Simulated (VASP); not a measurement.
Runs of VASP 6.6.1 on BP. It takes space group F-43m (No. 216, cubic). Conventional cell: a = 4.546 Å, b = 4.546 Å, c = 4.546 Å, α = 90.00°, β = 90.00°, γ = 90.00°. Around B (site symmetry -43m) lie 4 P at 1.97 Å. P (site symmetry -43m) is surrounded by 4 B at 1.97 Å. 

| cell | gap on the mesh (eV) |
| --- | --- |
| atoms relaxed from: a relaxed cell with its volume scaled by 1.02 | 1.26 |
| atoms relaxed from: a relaxed cell with its volume scaled by 0.98 | 1.21 |
| atoms relaxed from: a relaxed cell with its volume scaled by 1.06 | (b) |
| atoms relaxed from: a relaxed cell with its volume scaled by 1.04 | 1.29 |
| atoms relaxed from: a relaxed cell with its volume scaled by 0.96 | 1.18 |
| atoms relaxed | (a) |
| atoms relaxed from: a relaxed cell with its volume scaled by 0.94 | 1.15 |

Alike in all rows: task relaxation of the atoms; level PBE; potentials or basis VASP PAW PBE potentials, release 64 (B_s, P); no spin polarisation; k mesh 5 × 5 × 5; cutoff (eV) 300; smearing gaussian 0.03 eV; the mesh is coarse, so values aren't converged.

Question: Estimate the missing entries.

Answer: (a) 1.24; (b) 1.31.

Caveats: all runs use coarse meshes; the relaxation stopped at its first step, so nothing moved; an odd mesh through Γ misses points on the zone boundary, where band edges often lie.
